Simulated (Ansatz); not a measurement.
CoO in Ansatz: the effect of functional

CoO:

```
Co O
1.0
    -1.50800    1.50800    2.10725
     1.50800   -1.50800    2.10725
     1.50800    1.50800   -2.10725
Co O
1 1
Direct
  0.00000 0.00000 0.00000
  0.50000 0.50000 0.00000
```

Alike in all runs:

| Property | Result |
| --- | --- |
| Program | Ansatz 0.2.0 |
| Task | band structure |
| Potentials or basis | all-electron LAPW, scalar-relativistic |
| Basis error allowed | 0.001 eV/atom |
| k mesh | 12 × 12 × 12 |
| Occupations | fermi-dirac, width 0.05 eV |
| Spin | collinear spin, ferromagnetic start |
| Starting moments | [2.0, 0.0] μB |

Question: One run gave: pressure -17.9 GPa; moment 2.85 μB. Which functional did it use?
A. LDA
B. PBE
C. PBEsol

Answer: A.

| functional | cutoff | pressure (GPa) | moment (μB) |
| --- | --- | --- | --- |
| PBE | 369 eV (chosen from the basis error) | 0.0 | 2.91 |
| LDA | 368 eV (chosen from the basis error) | -17.9 | 2.85 |
| PBEsol | 369 eV (chosen from the basis error) | -9.2 | 2.94 |

Caveats: a cell with one magnetic atom can't hold antiferromagnetic order, which such compounds often take.
